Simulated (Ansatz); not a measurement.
Runs of Ansatz 0.2.0 on Re. The structure is hexagonal, space group P6_3/mmc (No. 194). Conventional cell: a = 2.766 Å, b = 2.766 Å, c = 8.939 Å, α = 90.00°, β = 90.00°, γ = 120.00°. Re (site symmetry -6m2) is surrounded by 12 Re at 2.75 to 2.77 Å. Re (site symmetry -3m) is surrounded by 12 Re at 2.75 to 2.77 Å. 

```csv
task,level,potentials or basis,spin,k mesh,cutoff (eV),basis error allowed,pressure (GPa)
band structure,PBEsol,"all-electron LAPW, relativistic spinors","SOC, no magnetisation",8 × 8 × 2,259,0.002 eV/atom,(a)
single point,PBEsol,"all-electron LAPW, scalar-relativistic",off,11 × 11 × 3,279,0.001 eV/atom,-6.7
band structure,PBE,"all-electron LAPW, scalar-relativistic",off,11 × 11 × 3,257,0.002 eV/atom,3.4
band structure,PBEsol,"all-electron LAPW, scalar-relativistic",off,11 × 11 × 3,257,0.002 eV/atom,-6.7
```

Alike in all rows: cell as given; smearing fermi-dirac 0.05 eV.

Problem. Estimate the missing entries.

Solution. (a) -5.8.

Caveats: the k mesh is thin for a metal, which can move the energy by tens of meV per atom (some runs).

Not every run made on this cell is shown here.
